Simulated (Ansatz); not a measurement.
Cu, a slab with vacuum:

```
CELL_PARAMETERS angstrom
2.50366 0.00000 0.00000
-1.25183 2.16823 0.00000
0.00000 0.00000 24.57559
ATOMIC_POSITIONS crystal
Cu 0.33333 0.66667 0.71039
Cu 0.66667 0.33333 0.54201
Cu 0.00000 0.00000 0.62624
Cu 0.33333 0.66667 0.45799
Cu 0.66667 0.33333 0.28961
Cu 0.00000 0.00000 0.37376
```

* Program: Ansatz 0.2.0
* Task: single point
* Functional: PBE
* Potentials or basis: Ansatz PAW
* Cutoff: 420 eV (not typed: the program's choice for these potentials)
* k mesh: 12 × 12 × 2
* Occupations: fermi-dirac, width 0.05 eV
* Spin: no spin polarisation

On this cell: largest force 0.215 eV/Å; band gap on the k mesh none (metal or under the smearing width).

The same run follows on a disturbed copy (atoms moved at random, drawn with an rms of 0.05 Å):

```
CELL_PARAMETERS angstrom
2.50366 0.00000 0.00000
-1.25183 2.16823 0.00000
0.00000 0.00000 24.57559
ATOMIC_POSITIONS crystal
Cu 0.32875 0.66717 0.70947
Cu 0.65119 0.32247 0.54485
Cu 0.99820 0.99564 0.62725
Cu 0.33001 0.66004 0.45718
Cu 0.66734 0.33265 0.28989
Cu 0.01438 0.00064 0.37422
```

Problem. What changes?

Solution. The energy (extrapolated to zero smearing) moves by +5.9 meV/atom; largest force 0.554 eV/Å; band gap on the k mesh none (metal or under the smearing width).

Forces on the atoms (eV/Å):
```
Cu   0.014 -0.010  0.443
Cu   0.043  0.020 -0.552
Cu  -0.042 -0.005  0.003
Cu   0.018  0.009  0.472
Cu   0.027  0.004 -0.199
Cu  -0.060 -0.017 -0.166
```

Stress tensor (GPa, compression positive):
```
 4.28 -0.03  0.02
-0.03  4.27 -0.02
 0.02 -0.02  3.28
```
